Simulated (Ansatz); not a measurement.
**Rigid cleavage in BN**

Level of theory: DFT LDA, scalar-relativistic, plane waves, PAW in Ansatz 0.2.0. The runs took a 420 eV cutoff, a Γ-centred 10×10×2 mesh and Gaussian smearing (0.05 eV). No spin polarisation. Energies are free energies at this smearing, counted from the undisturbed cell; pressure is positive in compression.

The starting cell (as given, not relaxed at this level; it stands at -13.7 GPa; this wurtzite form isn't the usual structure):

```
B N
1.0
    -2.55394    0.00000    0.00000
     1.27697   -2.21178    0.00000
     0.00000    0.00000   12.68056
B N
6 6
Direct
  0.33333 0.66667 0.22904
  0.33333 0.66667 0.56237
  0.33333 0.66667 0.89571
  0.66667 0.33333 0.06237
  0.66667 0.33333 0.39571
  0.66667 0.33333 0.72904
  0.33333 0.66667 0.10423
  0.33333 0.66667 0.43756
  0.33333 0.66667 0.77089
  0.66667 0.33333 0.93756
  0.66667 0.33333 0.27089
  0.66667 0.33333 0.60423
```

The cut lies on the cell's a–b face, a (0 0 1) plane (indices in the standard cell, whose axes needn't be the Cartesian ones shown) of area 5.65 Å², between layers 1.58 Å apart. Vector c is lengthened by d along the normal with the atoms' Cartesian places fixed: one unrelaxed cut a cell. At -14 GPa the given cell is far from its own equilibrium, so these figures belong to a strongly strained crystal.

```csv
d (Å),energy (J/m²)
-0.30,4.00
-0.15,0.61
0.00,0.00
0.25,1.51
0.50,3.95
0.75,6.37
1.00,8.48
1.50,11.59
2.00,13.38
3.00,14.69
4.50,14.92
6.00,14.96
```

Problem. Predict the gap on the mesh (eV) at each point.

Solution.
| d (Å) | gap on the mesh (eV) |
| --- | --- |
| -0.30 | 4.69 |
| -0.15 | 5.00 |
| 0.00 | 5.18 |
| 0.25 | 4.97 |
| 0.50 | 3.76 |
| 0.75 | 2.31 |
| 1.00 | 1.27 |
| 1.50 | 0.10 |
| 2.00 | 0.00 |
| 3.00 | 0.00 |
| 4.50 | 0.00 |
| 6.00 | 0.00 |
Where the gap reads zero the k-mesh, chosen for the insulator, is on the coarse side.

Cost: 12 runs of about 2.8 core-minutes in all, on Arm Neoverse V1 (shared hosts).